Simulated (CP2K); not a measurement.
# SnTe in CP2K: convergence with eps scf

Input of the first run (eps scf 1.0E-3); the others differ in this setting and in those tied to it:

snte_converge.inp

```
&GLOBAL
  PROJECT snte_converge
  RUN_TYPE ENERGY_FORCE
  PRINT_LEVEL LOW
&END GLOBAL
&FORCE_EVAL
  METHOD QS
  STRESS_TENSOR ANALYTICAL
  &DFT
    BASIS_SET_FILE_NAME BASIS_MOLOPT_UZH
    POTENTIAL_FILE_NAME GTH_POTENTIALS
    &MGRID
      CUTOFF 450
      REL_CUTOFF 60
      NGRIDS 4
    &END MGRID
    &QS
      METHOD GPW
      EPS_DEFAULT 1.0E-9
    &END QS
    &KPOINTS
      SCHEME MONKHORST-PACK 6 6 6
      GAMMA_CENTERED T
      SYMMETRY T
      SYMMETRY_BACKEND SPGLIB
    &END KPOINTS
    &SCF
      SCF_GUESS ATOMIC
      EPS_SCF 1.0E-3
      MAX_SCF 100
      ADDED_MOS 10
      CHOLESKY OFF
      EPS_EIGVAL 1.0E-7
      &DIAGONALIZATION ON
        ALGORITHM STANDARD
      &END DIAGONALIZATION
      &MIXING ON
        METHOD BROYDEN_MIXING
        ALPHA 0.4
        BETA 1.5
        NBUFFER 8
      &END MIXING
      &SMEAR ON
        METHOD FERMI_DIRAC
        ELECTRONIC_TEMPERATURE [K] 116.045
      &END SMEAR
    &END SCF
    &XC
      &XC_FUNCTIONAL
        &LDA_X
        &END LDA_X
        &LDA_C_PW
        &END LDA_C_PW
      &END XC_FUNCTIONAL
    &END XC
    &PRINT
      &KPOINTS ON
      &END KPOINTS
      &MULLIKEN ON
      &END MULLIKEN
      &MO ON
        ENERGIES T
        OCCUPATION_NUMBERS T
        &EACH
          QS_SCF 0
        &END EACH
        ADD_LAST NUMERIC
      &END MO
    &END PRINT
  &END DFT
  &SUBSYS
    &CELL
      ABC 4.4559748030 4.4559748030 4.4559748030
      ALPHA_BETA_GAMMA 60.0000000003 60.0000000003 59.9999999999
      PERIODIC XYZ
    &END CELL
    &COORD
      SCALED
      Te  0.5000000000 0.5000000000 0.5000000000
      Sn  0.0000000000 0.0000000000 0.0000000000
    &END COORD
    &KIND Te
      BASIS_SET DZVP-MOLOPT-PBE-GTH-q6
      POTENTIAL GTH-PADE-q6
    &END KIND
    &KIND Sn
      BASIS_SET DZVP-MOLOPT-PBE-GTH-q4
      POTENTIAL GTH-PADE-q4
    &END KIND
    &PRINT
      &ATOMIC_COORDINATES ON
      &END ATOMIC_COORDINATES
      &CELL ON
      &END CELL
    &END PRINT
  &END SUBSYS
  &PRINT
    &FORCES ON
    &END FORCES
    &STRESS_TENSOR ON
    &END STRESS_TENSOR
  &END PRINT
&END FORCE_EVAL
```

Potentials or basis: GTH_POTENTIALS Te GTH-PADE-q6, Sn GTH-PADE-q4; DZVP-MOLOPT-PBE-GTH basis.

Launch:

```bash
$ OMP_NUM_THREADS=1 cp2k.psmp -i snte_converge.inp -o snte_converge.out
```

Hardware: 1 thread of Arm Neoverse V1, with other jobs on the host.

```csv
eps scf,"energy less the tightest run, at zero smearing (meV/atom)",SCF cycles,CPU time (s),peak memory (GiB)
1.0E-3,0.02,4,3.9,0.26
1.0E-4,0.00,7,5.6,0.27
1.0E-5,0.00,10,7.3,0.28
1.0E-6,0.00,12,8.5,0.28
1.0E-7,0.00,14,9.6,0.28
1.0E-8,0.00,16,11,0.28
```

Against the tightest run, the energy stays within 1 meV/atom from 1.0E-3 on. The tightest run that finished is the yardstick and may itself not be fully converged.
